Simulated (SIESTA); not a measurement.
The system is TiC.

```
Ti C
1.0
     4.33144    0.00000    0.00000
     0.00000    4.33144    0.00000
     0.00000    0.00000    4.33144
Ti C
4 4
Direct
  0.00000 0.00000 0.00000
  0.00000 0.50000 0.50000
  0.50000 0.00000 0.50000
  0.50000 0.50000 0.00000
  0.50000 0.00000 0.00000
  0.00000 0.50000 0.00000
  0.00000 0.00000 0.50000
  0.50000 0.50000 0.50000
```

The cell is a database's computed one.

Base run:

```yaml
Program: SIESTA 5.4.2
Functional: PBE
Potentials_or_basis: SG15 1.2 (PBE files) or PseudoDojo by element
Basis: DZP (energy shift 0.003 Ry; two zetas on semicore shells)
Grid_cutoff: 800 Ry
Energy_shift: 0.003 Ry
k_mesh: 6 × 6 × 6
Occupations: fermi-dirac, width 0.05 eV
Spin: no spin polarisation
```

Its results: band gap on the k mesh none (metal or under the smearing width); pressure 2.2 GPa.

The run is repeated on the same cell with these changes: potentials or basis from SG15 1.2 (PBE files) or PseudoDojo by element to PseudoDojo 0.4 standard (PBE files). What comes out?

Band gap on the k mesh none (metal or under the smearing width); pressure 1.2 GPa.

Caveats: the basis of atomic orbitals isn't converged, which shifts pressures, moduli and gaps.
